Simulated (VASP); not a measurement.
Wanted: the native input for a VASP 6.6.1 run.

* Task: relaxation of the atoms
* Functional: r2SCAN
* Potentials or basis: VASP PAW PBE potentials, release 64 (B, N)
* Cutoff: 600 eV
* k mesh: 14 × 14 × 14
* Occupations: gaussian, width 0.03 eV
* Spin: no spin polarisation
* Further INCAR settings: ALGO = Normal; EDIFF = 1e-07; IBRION = 2; EDIFFG = -0.01; NSW = 40

The structure of BN (Qingsongite) lies in POSCAR:

```
BN                                      
1.0
    0.0000000000      1.8066401993      1.8066401993
    1.8066401993      0.0000000000      1.8066401993
    1.8066401993      1.8066401993      0.0000000000
  B               N             
     1     1
Direct
     0.0000000000000000    0.0000000000000000    0.0000000000000000
     0.2500000000000000    0.2500000000000000    0.2500000000000000
```

The input as run:

INCAR

```
  PREC = Accurate
  ENCUT = 600
  EDIFF = 1E-7
  ISMEAR = 0
  SIGMA = 0.03
  LREAL = False
  LASPH = True
  NELM = 80
  ALGO = Normal
  ISIF = 2
  LWAVE = False
  LCHARG = False
  METAGGA = R2SCAN
  LMIXTAU = True
  IBRION = 2
  NSW = 40
  EDIFFG = -0.01
```

KPOINTS

```
regular mesh
0
Gamma
  14 14 14
```

Potentials or basis: VASP PAW PBE potentials, release 64 (B, N).

Launch:

```bash
$ cat potpaw_PBE.64/B/POTCAR potpaw_PBE.64/N/POTCAR > POTCAR
$ mpirun -np 1 vasp_std > vasp.out
```

Results of the run:

```yaml
Pressure_after_relaxing: 0.0 GPa
Band_gap_on_the_k_mesh: 4.98 eV, indirect (least direct gap 9.53 eV)
```

Caveat: the relaxation stopped at its first step, so nothing moved; the PAW data sets were made with another functional, which shifts forces and pressure a little.

Run time: 37 s on 1 thread of AMD EPYC 9R45 (Zen 5), with other jobs on the host, peak memory 0.1 GiB.
